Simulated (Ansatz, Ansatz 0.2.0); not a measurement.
# NdAl₂ lattice constant: cutoff and k-mesh tests with PBEsol, and the larger error of the functional

## Experiment

NdAl$_2$ is a cubic Laves phase, with Nd on a diamond-type sublattice and Al in a network of corner-sharing tetrahedra. The lattice constant used here, $a = 8.00$ Å, comes from a printed reference work on magnetic properties of rare earth dialuminide compounds. It is a compiled value; neither the method nor the temperature and sample behind it are given with it. Differences from it below about 0.01 Å decide nothing. From general knowledge, the compound is a ferromagnet at low temperature and paramagnetic at room temperature, so the cell may belong to either state. The moments in the calculations serve to identify the electronic state and are not compared with experiment here.

| compared with | measured | source's wording or label | method |
| --- | --- | --- | --- |
| a (Å) | 8 | 8.00 A | compiled value, method not stated |

Conditions are those given with the value in the passage it was taken from; "not stated" means there, and the paper may say more elsewhere. The values are a selection: others may have been left out beforehand as unlike or outlying.

## Plan

The aim is to find the lightest cutoff and k mesh that still give a trustworthy lattice constant for NdAl$_2$. The model is the six-atom primitive cell with a collinear ferromagnetic start, relaxed in cell and atoms. PBEsol is the working level: it is inexpensive and usually good for the lattice constants of metals. Its weak point here is the open 4f shell of Nd, which a semilocal functional tends to delocalise.

Two limits apply. A numerical saving is accepted if it shifts $a$ by no more than 0.1 % from the densest setting tested. The level of theory succeeds if $a$ lies within 0.5 % of the reference, that is within 0.04 Å. This is tight enough to expose a wrong treatment of the 4f electrons in the bonding, yet leaves room for thermal and zero-point expansion, together roughly 0.2 to 0.4 % if the measured cell is a room-temperature one, which the static calculation omits.

Cutoff and mesh are varied separately around one baseline, with the moment watched for jumps between 4f states. Runs with a Hubbard $U$ on Nd then show how large the numerical error is beside that of the theory.

Plain PBE isn't shown in this study.

System: NdAl2, cubic Laves; Fd-3m (No. 227), 6 atoms in the primitive cell; structure from the Materials Project.

On the selection of runs and values: Further runs on this system are not shown.

## 1. Baseline with PBEsol

The default cutoff with a 6×6×6 mesh gives the point from which both settings can be varied. We expect a cell somewhat too small, because 4f electrons that take part in the bonding pull the lattice together.

**Run 1.** Ansatz 0.2.0: PBEsol, ferromagnetic start, cell and atoms relaxed from the database structure, PAW set soft_2, cutoff 420 eV (default), 6x6x6 k mesh, Gaussian smearing 0.1 eV.

Key lines of the input:
```
crystal:
  # lattice and atoms, with starting spins
kpoints:
  mp_grid: { grid: [6, 6, 6] }
hamiltonian:
  xc: pbesol
scf:
  occupations: { method: gaussian, width: 0.1 }
output:
  forces: true
  stress: true
magnetization:
  spin_polarized: true
relax:
  adjacent_minimum: "off"
  f_tol: 0.005
  max_steps: 60
  cell: { stress_tol: 0.03 }
```

Command:
```
ansatz run input.yaml --threads 4 --pin off --max-ram 16384MiB --backend cpu --events-out ev --progress --plain --runs-dir out
```

Selected lines of the output:
```
Basis set: ecut = 420 eV, 2421 PW (Γ) [...]
k-points: 16 of 216
relax step   1: F+E_penalty+E_count = -16572.11215966 eV  [...]  max|allowed force component| = 1.542e-17 eV/Å  [...]  P = -2.739 GPa  Ω = 128.844 Å³  (22 SCF iters, dr2 threshold 1.00e-7 [...]
relax step   5: F+E_penalty+E_count = -16572.16108943 eV  [...]  max|allowed force component| = 7.864e-17 eV/Å  [...]  P = -0.020 GPa  Ω = 123.358 Å³  [...]
--- Relaxed structure (4 steps of the walk, 4 accepted, 1 SCFs on fresh bases) ---
Magnetization: 7.0450 μB (23.5225 up, 16.4775 down)
```

Converged; 21 s on 4 cores of Arm Neoverse V1, shared host. Warnings: given_moment_on_shells (in short: The starting moment typed for an atom with an open shell was not used as given: it was replaced by a start that the shell can hold by Hund's first rule (sign kept), or, with a Hubbard term, a 4f shell starts from it unsearched).

| quantity | run 1 | measured | deviation |
| --- | --- | --- | --- |
| a (Å) | 7.902 | 8 | −0.098 (−1.2 %) |
| net moment per formula unit (μB) | 3.522 |  |  |
| size of moment on Nd (μB) | 3.349 |  |  |
| conventional cell volume (Å³) | 493.43 |  |  |

PBEsol gives $a = 7.902$ Å, 1.2 % below the reference and well outside the 0.5 % limit. The miss has the expected sign, and adding thermal expansion of the usual size would not close it.

The net moment is 3.522 $\mu_\mathrm{B}$ per formula unit. Three 4f spins of a trivalent Nd ion would give 3 $\mu_\mathrm{B}$, so there is additional spin polarisation in the 4f or the conduction states; the total alone does not tell which. The warning concerns the start only: the moment entered for Nd was replaced by one that the open shell can hold by Hund's first rule, with its sign kept.

## 2. Cutoff below and above the default

The mesh stays at 6×6×6 while the cutoff goes down to 290 eV and up to 590 eV. The higher value serves as the reference for the 0.1 % tolerance. We expect the default to hold and the low cutoff to be the doubtful one, since the localised 4f states need short waves.

**Run 2.** Ansatz 0.2.0: PBEsol, ferromagnetic start, cell and atoms relaxed from the database structure, PAW set soft_2, cutoff 290 eV, 6x6x6 k mesh, Gaussian smearing 0.1 eV.

Key lines of the input, as changed from run 1:
```diff
+ basis:
+   ecutwfc: 290.0
```

Selected lines of the output:
```
Basis set: ecut = 290 eV, 1411 PW (Γ) [...]
relax step   9: F+E_penalty+E_count = -16571.71579641 eV  [...]  max|allowed force component| = 9.445e-17 eV/Å  [...]  P = -0.013 GPa  Ω = 124.224 Å³  [...]
```

Converged; wall time 22 s. Warnings: cutoff_below_recommended (in short: A typed cutoff is below a recommended value, from the records, the datasets' recipe or DFPT's needs, possibly lowering the density cutoff; compare with a higher-cutoff run); given_moment_on_shells; lower_free_energy_seen (in short: An SCF converged at a free energy higher than a state it had passed earlier, so the state it closed on may not be the lowest).

**Run 3.** Ansatz 0.2.0: PBEsol, ferromagnetic start, cell and atoms relaxed from the database structure, PAW set soft_2, cutoff 590 eV, 6x6x6 k mesh, Gaussian smearing 0.1 eV.

Key lines of the input, as changed from run 1:
```diff
+ basis:
+   ecutwfc: 590.0
```

Command:
```
ansatz run input.yaml --threads 8 --pin off --max-ram 16384MiB --backend cpu --events-out ev --progress --plain --runs-dir out
```

Selected lines of the output:
```
Basis set: ecut = 590 eV, 4015 PW (Γ) [...]
relax step   5: F+E_penalty+E_count = -16572.16677928 eV  [...]  max|allowed force component| = 7.324e-17 eV/Å  [...]  P = -0.001 GPa  Ω = 123.324 Å³  [...]
```

Converged; 26 s on 8 cores of Intel Xeon at 2.70GHz, shared host. Warnings: given_moment_on_shells.

| quantity | run 2 | run 3 | measured |
| --- | --- | --- | --- |
| a (Å) | 7.921 | 7.901 | 8 |
| net moment per formula unit (μB) | 3.536 | 3.522 |  |
| size of moment on Nd (μB) | 3.365 | 3.349 |  |
| conventional cell volume (Å³) | 496.90 | 493.30 |  |

Raising the cutoff from 420 to 590 eV changes $a$ by only 0.001 Å and leaves the net moment at 3.522 $\mu_\mathrm{B}$. The default therefore holds the 0.1 % tolerance with ample room.

At 290 eV the cell is 0.020 Å larger than at 590 eV, about 0.25 %, which fails the tolerance. This cutoff lies below the recommendation for the potentials, and the truncated basis is the likely main cause. The run also warns that its self-consistency closed at a higher free energy than a state passed earlier, so a slightly different electronic state may contribute to the shift. Nor does the low cutoff pay in time: the relaxation needed nine steps instead of five and took about as long as the baseline.

## 3. Coarser and denser k mesh

With the cutoff back at 420 eV, the mesh is varied to 4×4×4 and 10×10×10. The 4f states near the Fermi level could make a metal like this sensitive to the sampling, so the coarse mesh is the one in question; the dense one is the reference for the tolerance.

**Run 4.** Ansatz 0.2.0: PBEsol, ferromagnetic start, cell and atoms relaxed from the database structure, PAW set soft_2, cutoff 420 eV (default), 4x4x4 k mesh, Gaussian smearing 0.1 eV.

Key lines of the input, as changed from run 1:
```diff
  kpoints:
-   mp_grid: { grid: [6, 6, 6] }
+   mp_grid: { grid: [4, 4, 4] }
```

Selected lines of the output:
```
Basis set: ecut = 420 eV, 2421 PW (Γ) [...]
k-points: 8 of 64
relax step   5: F+E_penalty+E_count = -16572.22994320 eV  [...]  max|allowed force component| = 5.397e-17 eV/Å  [...]  P = -0.018 GPa  Ω = 123.622 Å³  [...]
```

Converged; 11 s on 4 cores of Arm Neoverse V1, shared host. Warnings: given_moment_on_shells; lower_free_energy_seen.

**Run 5.** Ansatz 0.2.0: PBEsol, ferromagnetic start, cell and atoms relaxed from the database structure, PAW set soft_2, cutoff 420 eV (default), 10x10x10 k mesh, Gaussian smearing 0.1 eV.

Key lines of the input, as changed from run 1:
```diff
  kpoints:
-   mp_grid: { grid: [6, 6, 6] }
+   mp_grid: { grid: [10, 10, 10] }
```

Selected lines of the output:
```
Basis set: ecut = 420 eV, 2421 PW (Γ) [...]
k-points: 47 of 1000
relax step   5: F+E_penalty+E_count = -16572.14821325 eV  [...]  max|allowed force component| = 2.135e-17 eV/Å  [...]  P = -0.019 GPa  Ω = 123.523 Å³  [...]
Magnetization: 7.1602 μB (23.5801 up, 16.4199 down)
```

Converged; 34 s on 8 cores of Intel Xeon at 2.70GHz, shared host. Warnings: given_moment_on_shells.

| quantity | run 4 | run 5 | measured |
| --- | --- | --- | --- |
| a (Å) | 7.908 | 7.906 | 8 |
| net moment per formula unit (μB) | 3.653 | 3.580 |  |
| size of moment on Nd (μB) | 3.403 | 3.369 |  |
| conventional cell volume (Å³) | 494.49 | 494.09 |  |

The lattice constant is 7.908 Å on the 4×4×4 mesh, 7.902 Å on 6×6×6 and 7.906 Å on 10×10×10. Both coarser meshes stay within 0.05 % of the densest one and so meet the tolerance. The order is not monotonic, so the closer agreement of 4×4×4 with the dense mesh is no sign of better convergence.

The net moment is more sensitive: 3.653, 3.522 and 3.580 $\mu_\mathrm{B}$ on the same three meshes. The 4×4×4 run also warns that it passed a state of lower free energy before it closed, which makes it a less comfortable choice although its cell is good enough. It uses 8 k points in place of 16, a saving of seconds at this cell size. None of these shifts comes near the 0.098 Å by which the baseline misses the reference.

## 4. A Hubbard term on Nd

The remaining error has to be sought in the theory, and the 4f shell is the first suspect. Two values of $U$ on Nd, 2.5 and 5 eV, are tried at the baseline cutoff and mesh. A Hubbard term should localise the 4f electrons, weaken their part in the bonding and enlarge the cell; the net moment should then move towards the 3 $\mu_\mathrm{B}$ of three 4f spins, apart from a conduction-electron share.

**Run 6.** Ansatz 0.2.0: PBEsol+U (Nd 2.5 eV on ortho-atomic projectors), ferromagnetic start, cell and atoms relaxed from the database structure, PAW set soft_2, cutoff 420 eV (default), 6x6x6 k mesh, Gaussian smearing 0.1 eV.

Key lines of the input, as changed from run 1:
```diff
  hamiltonian:
+   hubbard:
+     sites: [{ species: Nd, l: f, u_eff: 2.5 }]
+     projectors: ortho-atomic
```

Selected lines of the output:
```
relax step   1: F+E_penalty+E_count = -16571.03631983 eV  [...]  max|allowed force component| = 2.120e-18 eV/Å  [...]  P = -2.052 GPa  Ω = 128.844 Å³  (111 SCF iters, dr2 threshold 1.00e-7 [...]
```

Converged; wall time 36 s. Warnings: filled_band_counts_differ_across_k_points (in short: The SCF's last iteration fills more bands at some k-points than others; expected for a known metal, but in hybrid or +U runs it may flag a wrong filling); given_moment_on_shells; minimisation_begun (in short: The SCF's residuals fell too slowly under mixing, so it switched to minimising the free energy and may end in a different state than longer mixing would reach).

**Run 7.** Ansatz 0.2.0: PBEsol+U (Nd 5 eV on ortho-atomic projectors), ferromagnetic start, cell and atoms relaxed from the database structure, PAW set soft_2, cutoff 420 eV (default), 6x6x6 k mesh, Gaussian smearing 0.1 eV.

Key lines of the input, as changed from run 1:
```diff
  hamiltonian:
+   hubbard:
+     sites: [{ species: Nd, l: f, u_eff: 5.0 }]
+     projectors: ortho-atomic
```

Selected lines of the output:
```
relax step   1: F+E_penalty+E_count = -16570.70233911 eV  [...]  max|allowed force component| = 5.011e-18 eV/Å  [...]  P = -1.858 GPa  Ω = 128.844 Å³  (109 SCF iters, dr2 threshold 1.00e-7 [...]
relax step   5: F+E_penalty+E_count = -16570.72134749 eV  [...]  max|allowed force component| = 1.330e-17 eV/Å  [...]  P = -0.008 GPa  Ω = 125.639 Å³  [...]
Magnetization: 6.7833 μB (23.3917 up, 16.6083 down)
```

Converged; 49 s on 4 cores of Arm Neoverse V1, shared host. Warnings: filled_band_counts_differ_across_k_points; given_moment_on_shells; minimisation_begun.

| quantity | run 6 | run 7 | measured |
| --- | --- | --- | --- |
| a (Å) | 7.940 | 7.951 | 8 |
| net moment per formula unit (μB) | 3.427 | 3.392 |  |
| size of moment on Nd (μB) | 3.218 | 3.174 |  |
| conventional cell volume (Å³) | 500.51 | 502.56 |  |

The Hubbard term enlarges the cell as predicted, to 7.940 Å at 2.5 eV and 7.951 Å at 5 eV. The second half of the $U$ adds only 0.011 Å, after 0.038 Å from the first. At 5 eV the cell is still 0.049 Å too small, about 0.6 %, a narrow miss of the 0.5 % limit. This change from plain PBEsol is many times the error that the default cutoff or the 6×6×6 mesh showed in the tests without $U$.

The net moment falls only to 3.392 $\mu_\mathrm{B}$, so it stays clearly above three spins. The first self-consistency took 109 cycles at 5 eV, against 22 without $U$, and both runs had to change from mixing to direct minimisation, which may lead to a different final state. The unequal band filling across k points is normal for a metal, but with a Hubbard term it can also point to a wrong filling. That these runs reached the lowest 4f state is therefore not shown in this report, and their cells carry that reservation.

## 5. Magnetic order and spin-orbit coupling

Two changes are made to PBEsol+$U$ at 5 eV: antiparallel Nd moments in one run, spin-orbit coupling in the other. The first shows how much the cell depends on the order assumed. The second lets the 4f shell form an orbital moment, but it also replaces the scalar-relativistic potential files by fully relativistic ones, so its shift will not belong to the coupling alone. We expect either change to move $a$ by less than the Hubbard term did.

**Run 8.** Ansatz 0.2.0: PBEsol+U (Nd 5 eV on ortho-atomic projectors), antiferromagnetic start, cell and atoms relaxed from the database structure, PAW set soft_2, cutoff 420 eV (default), 6x6x6 k mesh, Gaussian smearing 0.1 eV.

Key lines of the input, as changed from run 1:
```diff
  hamiltonian:
+   hubbard:
+     sites: [{ species: Nd, l: f, u_eff: 5.0 }]
+     projectors: ortho-atomic
```

Selected lines of the output:
```
relax step   5: F+E_penalty+E_count = -16570.70603450 eV  [...]  max|allowed force component| = 4.559e-6 eV/Å  [...]  P = -0.008 GPa  Ω = 125.466 Å³  [...]
```

Converged; 30 s on 8 cores of Intel Xeon at 2.70GHz, shared host. Warnings: filled_band_counts_differ_across_k_points; given_moment_on_shells.

**Run 9.** Ansatz 0.2.0: PBEsol+U (Nd 5 eV on ortho-atomic projectors) with spin-orbit coupling, ferromagnetic start, cell and atoms relaxed from the database structure, cutoff 420 eV (default), 6x6x6 k mesh, Gaussian smearing 0.1 eV.

Key lines of the input, as changed from run 7:
```diff
  hamiltonian:
+   pseudopotentials: { kind: paw_fr }
  magnetization:
-   spin_polarized: true
+   noncollinear: true
+   spin_orbit: true
```

Selected lines of the output:
```
    - [0.0, 3.9734274597146944, 3.969747149810592]
Magnetic group: BNS 141.557 (UNI 1217), of the structure as read, at distance tolerance 5.1e-5 Å
Magnetization: |M| = 6.5091 μB,  M = (+0.0000, -0.0000, +6.5091) μB
```

Converged; wall time 3.6 min. Warnings: earlier_solves_read_negative (in short: Earlier SCF solves in this relaxation read negative or left negative stability readings unjudged, so its final energy, forces and geometry may belong to a higher state than the lowest); filled_band_counts_differ_across_k_points; negative_dielectric_reading (in short: At a close, a negative eigenvalue of the dielectric operator was read, meaning the state may be a saddle point rather than a minimum; the converged flag is left unchanged).

Known limit of this kind of run: the program doubts that this is the lowest state of the open shell.

| quantity | run 8 | run 9 | measured |
| --- | --- | --- | --- |
| a (Å) | 7.947 | 7.944 | 8 |
| net moment per formula unit (μB) | 0.000 | 3.255 |  |
| size of moment on Nd (μB) | 3.096 | 2.788 |  |
| conventional cell volume (Å³) | 501.86 | 501.40 |  |

With antiparallel Nd moments the cell is 7.947 Å, only 0.004 Å smaller than in the ferromagnetic run with the same $U$. The ferromagnetic state is lower by about 0.015 eV per primitive cell, which agrees with the order known for this compound. The choice of magnetic order therefore does not explain the short lattice constant.

The run with spin-orbit coupling and fully relativistic potentials gives 7.944 Å, a shift of −0.007 Å. With the moment along $z$ the symmetry is tetragonal, and the cell is shorter along that axis by about 0.1 %; the 7.944 Å is the mean cubic edge. This result carries a reservation: the stability readings suggest that the electronic state may be a saddle point, and the 4f shell may have a lower one. It thus gives no firm size for the effect of the coupling.

Both cells miss the reference by about 0.7 %, slightly more than the collinear ferromagnetic run. Neither change brings PBEsol+$U$ inside the 0.5 % limit.

## Summary of runs

| run | settings | a (Å) | deviation | cost |
| --- | --- | --- | --- | --- |
| 1 | PBEsol, ferromagnetic start, PAW set soft_2, cutoff 420 eV (default), 6x6x6 k mesh | 7.902 | −0.098 (−1.2 %) | 83 core-s |
| 2 | PBEsol, ferromagnetic start, PAW set soft_2, cutoff 290 eV, 6x6x6 k mesh | 7.921 | −0.079 (−1.0 %) | 88 core-s |
| 3 | PBEsol, ferromagnetic start, PAW set soft_2, cutoff 590 eV, 6x6x6 k mesh | 7.901 | −0.099 (−1.2 %) | 3.4 core-min |
| 4 | PBEsol, ferromagnetic start, PAW set soft_2, cutoff 420 eV (default), 4x4x4 k mesh | 7.908 | −0.092 (−1.2 %) | under 1 core-min |
| 5 | PBEsol, ferromagnetic start, PAW set soft_2, cutoff 420 eV (default), 10x10x10 k mesh | 7.906 | −0.094 (−1.2 %) | 4.5 core-min |
| 6 | PBEsol+U (Nd 2.5 eV on ortho-atomic projectors), ferromagnetic start, PAW set soft_2, cutoff 420 eV (default), 6x6x6 k mesh | 7.940 | −0.060 (−0.8 %) | 4.8 core-min |
| 7 | PBEsol+U (Nd 5 eV on ortho-atomic projectors), ferromagnetic start, PAW set soft_2, cutoff 420 eV (default), 6x6x6 k mesh | 7.951 | −0.049 (−0.6 %) | 3.3 core-min |
| 8 | PBEsol+U (Nd 5 eV on ortho-atomic projectors), antiferromagnetic start, PAW set soft_2, cutoff 420 eV (default), 6x6x6 k mesh | 7.947 | −0.053 (−0.7 %) | 4.1 core-min |
| 9 | PBEsol+U (Nd 5 eV on ortho-atomic projectors) with spin-orbit coupling, ferromagnetic start, cutoff 420 eV (default), 6x6x6 k mesh | 7.944 | −0.056 (−0.7 %) | 29 core-min |
|  | measured | 8 |  |  |

Further runs on the same system, made beside this series (convergence steps with loose settings among them):

| further | settings | a (Å) | deviation | cost | status |
| --- | --- | --- | --- | --- | --- |
| F1 | r2SCAN, ferromagnetic start, PAW set soft_2, cutoff 500 eV (default), 6x6x6 k mesh | 7.997 | −0.003 (−0.0 %) | 2.7 core-min | warnings: given_moment_on_shells; other_magnetic_order |
| F2 | r2SCAN+rVV10, ferromagnetic start, PAW set soft_2, cutoff 500 eV (default), 6x6x6 k mesh | 7.972 | −0.028 (−0.3 %) | 3.7 core-min | warnings: given_moment_on_shells; other_magnetic_order |
| F3 | PBEsol+D3(BJ), ferromagnetic start, PAW set soft_2, cutoff 420 eV (default), 6x6x6 k mesh | 7.781 | −0.219 (−2.7 %) | 2.9 core-min | warnings: given_moment_on_shells |
| F4 | LDA+U (Nd 5 eV on ortho-atomic projectors), ferromagnetic start, PAW set soft_2, cutoff 420 eV (default), 6x6x6 k mesh | 7.878 | −0.122 (−1.5 %) | 3.6 core-min | warnings: filled_band_counts_differ_across_k_points; given_moment_on_shells; minimisation_begun |
| F5 | BLYP+D3(BJ), ferromagnetic start, PAW set soft_2, cutoff 420 eV (default), 6x6x6 k mesh | 7.867 | −0.133 (−1.7 %) | 2.9 core-min | warnings: given_moment_on_shells |
| F6 | BLYP, ferromagnetic start, PAW set soft_2, cutoff 420 eV (default), 6x6x6 k mesh | 8.171 | +0.171 (+2.1 %) | 2.5 core-min | warnings: given_moment_on_shells |
| F7 | LDA, ferromagnetic start, PAW set soft_2, cutoff 420 eV (default), 6x6x6 k mesh | 7.773 | −0.227 (−2.8 %) | 98 core-s | warnings: given_moment_on_shells |
| F8 | r2SCAN, ferromagnetic start, PAW set soft_2, cutoff 500 eV (default), 4x4x4 k mesh | 8.004 | +0.004 (+0.0 %) | 1.7 core-min | warnings: given_moment_on_shells |
|  | measured | 8 |  |  |  |

## Verdict

PBEsol, the working level, misses the 0.5 % target: at 420 eV and 6×6×6 it gives $a = 7.902$ Å, 1.2 % too small, for 83 core-seconds. Numerical settings are not the cause.

**Recommended settings (PBEsol):** 420 eV with a 4×4×4 mesh is enough for $a$, which then lies 0.002 Å from the 10×10×10 result. That run passed a state of lower free energy, so a 6×6×6 run should confirm the cell. For the net moment, use at least 10×10×10, since both coarser meshes still deviate visibly; convergence beyond that mesh is not shown in this report. Going down to 290 eV spoils the cell and saves no time; 590 eV only confirms the default.

Most of the error comes from the theory. A $U$ of 5 eV on Nd lengthens $a$ by 0.049 Å, which supports 4f electrons bonding too strongly in PBEsol as a main cause. The result remains a narrow miss at 0.6 %, with the reservation that its 4f state may not be the lowest. If the reference is a room-temperature cell, thermal and zero-point expansion could bring PBEsol+$U$ inside the limit, but not plain PBEsol. Antiparallel moments change little; the costly spin-orbit run settled nothing firm because its 4f state is doubtful.

r2SCAN meets the target, with 7.997 Å on 6×6×6 for 2.7 core-minutes and 8.004 Å on 4×4×4. It would still do so after the same allowance for expansion, and is the better starting point for this lattice constant. Its near-exact agreement should not be over-read: the reference is a compiled value of unknown temperature, and the calculation has neither an orbital moment nor a symmetry-breaking 4f order. The 6×6×6 run also carries a warning about its magnetic order (`other_magnetic_order`), which is not resolved here; the 4×4×4 run, without that warning, gives nearly the same cell. A good lattice constant alone can't tell a correct description of the 4f shell from cancelling errors.

[Logs are printed without paths, hosts, clocks, repeated set-up lines and the standing remarks that a program may print on its own settings, such as how far it seeks lower states.]

[The runs shown are a pick from a larger set of finished runs; failed, doubtful and other runs were left out of it ahead of writing. So were measured values far from every level or from commonly accepted values, and agreement can look better than it is. Lines of input and output are excerpts and may be shortened.]
